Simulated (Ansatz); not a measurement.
Wanted: the native input for an Ansatz 0.2.0 run.

```yaml
Task: band structure
Functional: PBE
Potentials_or_basis: Ansatz PAW
Cutoff: "420 eV (not typed: the program's choice for these potentials)"
k_mesh: 8 × 8 × 8
Occupations: fermi-dirac, width 0.05 eV
Spin: spin-orbit coupling, no magnetisation
Path: "[[\"G\", \"X\", \"Y\", \"S\", \"G\", \"Z\", \"S1\", \"N\", \"P\", \"Y1\", \"Z\"], [\"X\", \"P\"]]"
Points_for_each_segment_of_the_path: 14
```

The system is NbAs.

```
Nb As
1.0
    -1.72585    1.72585    5.84000
     1.72585   -1.72585    5.84000
     1.72585    1.72585   -5.84000
Nb As
2 2
Direct
  0.50000 0.00000 0.50000
  0.75000 0.75000 0.00000
  0.91600 0.41600 0.50000
  0.16600 0.16600 0.00000
```

One way to write it, as run:

input.yaml

```yaml
crystal:
  lattice:
    - [-1.72585, 1.72585, 5.84]
    - [1.72585, -1.72585, 5.84]
    - [1.72585, 1.72585, -5.84]
  atoms:
    - { symbol: Nb, position: [0.5, 0.0, 0.5] }
    - { symbol: Nb, position: [0.75, 0.75, 0.0] }
    - { symbol: As, position: [0.916, 0.416, 0.5] }
    - { symbol: As, position: [0.166, 0.166, 0.0] }
hamiltonian:
  xc: pbe
  pseudopotentials: { kind: paw_fr }
magnetization:
  noncollinear: true
  spin_orbit: true
kpoints:
  mp_grid: { grid: [8, 8, 8] }
  band_path:
    path:
      - [[0.0, 0.0, 0.0], [-0.5, 0.5, 0.0], [-0.5, 0.5, -0.0436667032], [-0.2718333516, 0.2718333516, -0.2718333516], [0.0, 0.0, 0.0], [0.5, 0.5, -0.5], [0.2718333516, 0.7281666484, -0.7281666484], [0.0, 0.5, -0.5], [-0.25, 0.75, -0.25], [0.0436667032, 0.9563332968, -0.5], [0.5, 0.5, -0.5]]
      - [[-0.5, 0.5, 0.0], [-0.25, 0.75, -0.25]]
    npoints: 14
scf:
  occupations: { method: fermi_dirac, width: 0.05 }
  n_extra_bands: 10
output:
  forces: true
  stress: true
  eigenvalues: true
  fatbands: true
```

Potentials or basis: Ansatz PAW.

Launch:

```console
$ ansatz run input.yaml --threads 2 --pin off --max-ram 5632MiB --backend cpu --events-out ev --progress --plain --runs-dir out
```

Results of the run:

```json
{
 "Pressure": "3.3 GPa",
 "Largest force": "0.298 eV/Å",
 "Band gap on the k mesh": "none (metal or under the smearing width)"
}
```

It took 57 s on 2 threads of Intel(R) Xeon(R) 6975P-C (Granite Rapids), on a shared host, peak memory 1 GiB.
